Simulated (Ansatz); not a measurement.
Ansatz input file:

```yaml
crystal:
  lattice:
    - [0.0, 2.1689127077, 2.1689127077]
    - [2.1689127077, 0.0, 2.1689127077]
    - [2.1689127077, 2.1689127077, 0.0]
  atoms:
    - { symbol: Nb, position: [0.0, 0.0, 0.0] }
basis:
  ecutwfc: 420
kpoints:
  mp_grid: { grid: [16, 16, 16] }
hamiltonian:
  xc: pbesol
scf:
  occupations: { method: gaussian, width: 0.1 }
output:
  forces: true
  stress: true
  eigenvalues: true
```

It can be run as
```bash
ansatz run input.yaml --threads 1 --pin off --backend cpu --events-out ev --progress --plain --runs-dir out  # memory cap (--max-ram) not shown
```

Theory: Ansatz 0.2.0, DFT PBEsol, scalar-relativistic, plane waves, PAW.

From the run's log, abridged:

```
Pseudopotentials: kind: paw
Pseudopotential: Nb, paw, valence charge 13, recommended cutoff 420 eV (normal)
Functional definition: PBEsol
Crystal: 1 atom, lattice volume = 20.406 Å³
Basis set: ecut = 420 eV, 411 PW (Γ), exchange–correlation on 48×48×48 points (8 copies of the dense FFT grid, shifted against one another)
Bands: 11, of which v1, the nominal top of the filled ones, is band 7 counted from 1 (6 counted from 0)
Symmetry: 48 space group operations
Space group: Fm-3m (ITA 225), of the structure as read, at distance tolerance 2.7e-5 Å
k-points: 145 of 4096
Initial density: superposition of atomic densities (neutral atoms: chi_scale 0, normalization atom), corrected by the library's trained network
Initial wavefunctions: pseudopotential atomic-orbital guess
Functional: x = pbesol(κ = 0.804, μ = 0.12345679), c = pbesol(β = 0.046)
SCF iter   1: F=—  HF=-4494.979440 eV  |F-HF|=—  |Δ(HF+E_count)|=         —  Δρ=3.84e-3  dr2=1.95e-3  ethr=1.77e-3  ⟨swp⟩=5.0  Hψ=9281  notcnv=0
SCF iter   2: F=—  HF=-4494.979075 eV  |F-HF|=—  |Δ(HF+E_count)|=   3.65e-4  Δρ=2.19e-3  dr2=5.58e-4  ethr=1.50e-5  ⟨swp⟩=1.8  Hψ=3105  notcnv=0
SCF iter   3: F=—  HF=-4494.978987 eV  |F-HF|=—  |Δ(HF+E_count)|=   8.87e-5  Δρ=1.82e-4  dr2=3.86e-6  ethr=4.29e-6  ⟨swp⟩=2.1  Hψ=1857  notcnv=0
SCF iter   4: F=—  HF=-4494.978987 eV  |F-HF|=—  |Δ(HF+E_count)|=   7.31e-7  Δρ=4.65e-5  dr2=1.88e-7  ethr=2.97e-8  ⟨swp⟩=2.0  Hψ=2492  notcnv=0
SCF iter   5: F=-4494.978987 eV  HF=-4494.978987 eV  |F-HF|=9.64e-11  |Δ(HF+E_count)|=   8.21e-8  Δρ=8.46e-6  dr2=5.30e-9  ethr=1.45e-9  ⟨swp⟩=2.6  Hψ=2389  notcnv=0
SCF iter   6: F=-4494.978987 eV  HF=-4494.978987 eV  |F-HF|=2.42e-10  |Δ(HF+E_count)|=  4.09e-10  Δρ=2.70e-6  dr2=5.31e-10  ethr=4.08e-11  ⟨swp⟩=2.7  Hψ=5061  notcnv=0
SCF 1 converged in 6 iterations: F = -4494.978987 eV  dr2 = 5.31e-10
SCF converged after 6 iterations
Free energy (F): -4494.978987 eV
Harris-Foulkes:  -4494.978987 eV  (|F-HF|=2.42e-10)
Internal energy: -4494.970841 eV  (E = F + TS)
E sigma→0 (E₀):  -4494.974914 eV
Entropy (-TS):   -0.008147 eV (-8.147 meV/atom)
Fermi energy:    15.526211 eV
--- Per-component energies (eV) ---
  E_band       = -100.960519
  E_kinetic    = 390.444802
  E_local      = -766.950711  (includes V_loc(G=0)·N_el)
  E_nonlocal   = 121.010734
  E_hartree    = 236.517801
  E_xc         = -172.714409
  E_vxc        = -210.146476  (∫ρ·V_xc dr)
  E_paw        = -3017.403377  (= ΣΔE_a)
  E_vpaw       = -108.354318  (= ΣTr[D̂ρ^β])
  E_aug_tail   = 0.000007  (compensation charges beyond the density's cutoff)
  E_ewald      = -1286.064396
  E_core_change = 0.188709  (= ΣΔE_core)
  E_smearing   = -0.008147  (= −TS)
--- Forces (eV/Å), atoms counted from 1 ---
  atom   1  Nb     0.00000000     0.00000000     0.00000000
--- Stress (GPa, compression-positive) ---
      -16.622010       0.000000       0.000000
        0.000000     -16.622010       0.000000
        0.000000       0.000000     -16.622010
  P = ⅓ Tr σ = -16.6220 GPa (-166.220 kbar)
--- Band table (eV; the first three rows and the last of 145) ---
  k-point 0: bands = ["-39.2521", "-14.8074", "-14.8074", "-14.8074", "9.5295", "15.6762", "15.6762", "15.6762", "17.9763", "17.9763", "27.2005"]
  k-point 1: bands = ["-39.2469", "-14.8441", "-14.8120", "-14.8120", "9.6623", "15.5757", "15.7370", "15.7370", "17.9253", "17.9253", "27.4610"]
  k-point 2: bands = ["-39.2321", "-14.9476", "-14.8253", "-14.8253", "10.0425", "15.3243", "15.8882", "15.8882", "17.8214", "17.8214", "28.1426"]
  k-point 144: bands = ["-39.0688", "-15.4037", "-15.4037", "-15.1482", "13.1727", "14.5164", "14.5164", "17.2681", "20.2371", "24.7437", "24.7437"]
```

The calculation finished and met its thresholds.